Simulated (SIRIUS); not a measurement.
# Sb (Im-3m) in SIRIUS: a series of runs, part 3 of 3

SIRIUS 7.12.0.

## (8) Equation of state, LDA, 27.79 Å³/atom (volume scaled by 1.06)

sirius.json reads:

```json
{
  "control": {
    "processing_unit": "cpu",
    "std_evp_solver_name": "lapack",
    "gen_evp_solver_name": "lapack",
    "verbosity": 2,
    "print_forces": false,
    "ortho_rf": true,
    "use_second_variation": true,
    "rmt_max": 3.0,
    "num_bands_to_print": 18,
    "save_wf": true
  },
  "parameters": {
    "electronic_structure_method": "full_potential_lapwlo",
    "xc_functionals": ["XC_LDA_X", "XC_LDA_C_PW"],
    "core_relativity": "dirac",
    "valence_relativity": "iora",
    "num_fv_states": 18,
    "smearing": "fermi_dirac",
    "smearing_width": 0.0018374661,
    "pw_cutoff": 20,
    "gk_cutoff": 3.31,
    "lmax_apw": 10,
    "lmax_rho": 8,
    "lmax_pot": 8,
    "num_mag_dims": 0,
    "auto_rmt": 0,
    "ngridk": [10, 10, 10],
    "shiftk": [0, 0, 0],
    "num_dft_iter": 80,
    "energy_tol": 1e-07,
    "density_tol": 1e-05,
    "use_symmetry": true
  },
  "settings": {"tol_ne": 1e-10},
  "iterative_solver": {"type": "exact"},
  "mixer": {"type": "anderson", "beta": 0.5, "max_history": 8},
  "unit_cell": {
    "lattice_vectors": [
      [-3.6056790117, 3.6056790117, 3.6056790117],
      [3.6056790117, -3.6056790117, 3.6056790117],
      [3.6056790117, 3.6056790117, -3.6056790117]
    ],
    "atom_types": ["Sb"],
    "atom_files": {"Sb": "Sb.json"},
    "atoms": {"Sb": [[0.0, 0.0, 0.0]]}
  }
}
```

Sb.json reads:

```json
{
  "name": "antimony",
  "symbol": "Sb",
  "number": 51,
  "mass": 121.76,
  "rmin": 1e-06,
  "rmt": 2.54,
  "nrmt": 800,
  "rinf": 15.52,
  "core": "1s2s2p3s3p3d",
  "valence": [
    {"basis": [{"enu": 0.05, "dme": 0, "n": 0, "auto": 0}, {"enu": 0.05, "dme": 1, "n": 0, "auto": 0}]},
    {"l": 0, "n": 1, "basis": [{"enu": 0.0519, "dme": 0, "n": 0, "auto": 0}]},
    {"l": 1, "n": 2, "basis": [{"enu": 0.15, "dme": 0, "n": 0, "auto": 0}]},
    {"l": 2, "n": 3, "basis": [{"enu": 0.15, "dme": 0, "n": 0, "auto": 0}]},
    {"l": 3, "n": 4, "basis": [{"enu": 0.15, "dme": 0, "n": 0, "auto": 0}]}
  ],
  "lo": [
    {
      "l": 0,
      "basis": [{"enu": 0.0519, "dme": 0, "n": 0, "auto": 0}, {"enu": 0.0519, "dme": 1, "n": 0, "auto": 0}]
    },
    {
      "l": 0,
      "basis": [{"enu": -5.107, "dme": 0, "n": 4, "auto": 1}, {"enu": -5.107, "dme": 1, "n": 4, "auto": 1}]
    },
    {
      "l": 0,
      "basis": [{"enu": -5.107, "dme": 1, "n": 4, "auto": 1}, {"enu": 0.0519, "dme": 0, "n": 0, "auto": 0}]
    },
    {
      "l": 0,
      "basis": [{"enu": 0.0519, "dme": 0, "n": 0, "auto": 0}, {"enu": 2.532, "dme": 0, "n": 0, "auto": 0}]
    },
    {"l": 1, "basis": [{"enu": 0.15, "dme": 0, "n": 0, "auto": 0}, {"enu": 0.15, "dme": 1, "n": 0, "auto": 0}]},
    {
      "l": 1,
      "basis": [{"enu": -3.395, "dme": 0, "n": 4, "auto": 1}, {"enu": -3.395, "dme": 1, "n": 4, "auto": 1}]
    },
    {"l": 1, "basis": [{"enu": -3.395, "dme": 1, "n": 4, "auto": 1}, {"enu": 0.15, "dme": 0, "n": 0, "auto": 0}]},
    {"l": 1, "basis": [{"enu": 0.15, "dme": 0, "n": 0, "auto": 0}, {"enu": 3.002, "dme": 0, "n": 0, "auto": 0}]},
    {"l": 2, "basis": [{"enu": 0.15, "dme": 0, "n": 0, "auto": 0}, {"enu": 0.15, "dme": 1, "n": 0, "auto": 0}]},
    {
      "l": 2,
      "basis": [{"enu": -0.9018, "dme": 0, "n": 4, "auto": 1}, {"enu": -0.9018, "dme": 1, "n": 4, "auto": 1}]
    },
    {
      "l": 2,
      "basis": [{"enu": -0.9018, "dme": 1, "n": 4, "auto": 1}, {"enu": 0.15, "dme": 0, "n": 0, "auto": 0}]
    },
    {"l": 2, "basis": [{"enu": 0.15, "dme": 0, "n": 0, "auto": 0}, {"enu": 3.374, "dme": 0, "n": 0, "auto": 0}]},
    {"l": 3, "basis": [{"enu": 0.15, "dme": 0, "n": 0, "auto": 0}, {"enu": 0.15, "dme": 1, "n": 0, "auto": 0}]},
    {"l": 3, "basis": [{"enu": 0.15, "dme": 0, "n": 0, "auto": 0}, {"enu": 2.847, "dme": 0, "n": 0, "auto": 0}]}
  ],
  "free_atom": [... radial grid and density of the free atom, the start of the SCF ...]
}
```

sirius_start.json reads:

```json
{
  "control": {
    "processing_unit": "cpu",
    "std_evp_solver_name": "lapack",
    "gen_evp_solver_name": "lapack",
    "verbosity": 1,
    "print_forces": false,
    "ortho_rf": true,
    "use_second_variation": true,
    "rmt_max": 3.0,
    "num_bands_to_print": 18,
    "save_wf": false
  },
  "parameters": {
    "electronic_structure_method": "full_potential_lapwlo",
    "xc_functionals": ["XC_LDA_X", "XC_LDA_C_PW"],
    "core_relativity": "dirac",
    "valence_relativity": "iora",
    "num_fv_states": 18,
    "smearing": "fermi_dirac",
    "smearing_width": 0.0055123983,
    "pw_cutoff": 20,
    "gk_cutoff": 2.65,
    "lmax_apw": 10,
    "lmax_rho": 8,
    "lmax_pot": 8,
    "num_mag_dims": 0,
    "auto_rmt": 0,
    "ngridk": [4, 4, 4],
    "shiftk": [0, 0, 0],
    "num_dft_iter": 30,
    "energy_tol": 0.01,
    "density_tol": 0.05,
    "use_symmetry": true
  },
  "settings": {"tol_ne": 1e-10},
  "iterative_solver": {"type": "exact"},
  "mixer": {"type": "anderson", "beta": 0.5, "max_history": 8},
  "unit_cell": {
    "lattice_vectors": [
      [-3.6056790117, 3.6056790117, 3.6056790117],
      [3.6056790117, -3.6056790117, 3.6056790117],
      [3.6056790117, 3.6056790117, -3.6056790117]
    ],
    "atom_types": ["Sb"],
    "atom_files": {"Sb": "Sb.json"},
    "atoms": {"Sb": [[0.0, 0.0, 0.0]]}
  }
}
```

Command:

```
OMP_NUM_THREADS=1 sirius.scf --input=sirius_start.json --output=start.json
OMP_NUM_THREADS=1 sirius.scf --input=sirius.json --output=output.json --task=1
```

It took 23 s on 1 thread of Arm Neoverse V1, shared host; peak memory 0.33 GiB.

Results (log left out):

```yaml
Free_energy: -176278.3741 eV
Band_gap_on_the_k_mesh: none (metal or under the smearing width)
All_electrons_inside_the_program's_atomic_spheres: Sb 48.73 (radii Sb 2.54 bohr)
```

## (9) Equation of state, LDA

Potentials or basis: all-electron FP-LAPW, apw+lo standard.

No new run: the results of the series are fitted here.

What came out:

| Item | Value |
| --- | --- |
| Equilibrium volume | 25.75 Å³/atom (rough: see the caveat) |
| Bulk modulus | 68 GPa (rough) |

Energy against volume, from the lowest point:
| volume (Å³/atom) | energy (meV/atom) |
| --- | --- |
| 24.640 | 10.17 |
| 25.165 | 2.63 |
| 25.689 | 0.00 |
| 26.213 | 1.33 |
| 26.737 | 7.70 |
| 27.262 | 17.85 |
| 27.786 | 31.70 |

Caveat: the fit is doubtful: noisy points or a state that changes with volume.
